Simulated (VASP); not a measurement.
## CdTe: relaxation of the atoms with LDA

CdTe:

```
CELL_PARAMETERS angstrom
0.00000 3.14427 3.14427
3.14427 0.00000 3.14427
3.14427 3.14427 0.00000
ATOMIC_POSITIONS crystal
Cd 0.00000 0.00000 0.00000
Te 0.25000 0.25000 0.25000
```

The cell isn't the ideal one: a relaxed cell with its volume scaled by 0.94.

- Program: VASP 6.6.1
- Task: relaxation of the atoms
- Functional: LDA
- Potentials or basis: VASP PAW LDA potentials, release 64 (Cd, Te)
- Cutoff: 600 eV
- k mesh: 8 × 8 × 8
- Occupations: gaussian, width 0.03 eV
- Spin: no spin polarisation
- Further INCAR settings: ALGO = Normal; EDIFF = 1e-07; IBRION = 2; EDIFFG = -0.01; NSW = 40

The pressure after relaxing is 3.3 GPa. The band gap on the k mesh is 0.83 eV, direct.

Final structure:
```xyz
2
Lattice="0.0000 3.1443 3.1443 3.1443 0.0000 3.1443 3.1443 3.1443 0.0000" Properties=species:S:1:pos:R:3 pbc="T T T"
Cd    0.0000    0.0000    0.0000
Te    1.5721    1.5721    1.5721
```

Levels at points of the mesh, in eV from the valence-band top:
```csv
k point,band 5,band 6,band 7,band 8,band 9,band 10,band 11,band 12,band 13
"(0.00, 0.00, 0.00)",-8.32,-8.32,0.00,0.00,0.00,0.83,4.43,4.43,4.43
"(0.50, 0.00, 0.00)",-8.31,-7.89,-5.05,-0.93,-0.93,1.74,5.05,5.05,6.88
"(0.50, 0.50, 0.00)",-8.28,-7.73,-4.84,-2.22,-2.22,2.23,2.51,9.16,9.45
```

It took 14 s on 1 thread of Intel(R) Xeon(R) Platinum 8488C (Sapphire Rapids), with other jobs on the host, peak memory 0.18 GiB.

Caveat: the relaxation stopped at its first step, so nothing moved; spin-orbit coupling is left out, which moves the levels of the heavy elements.
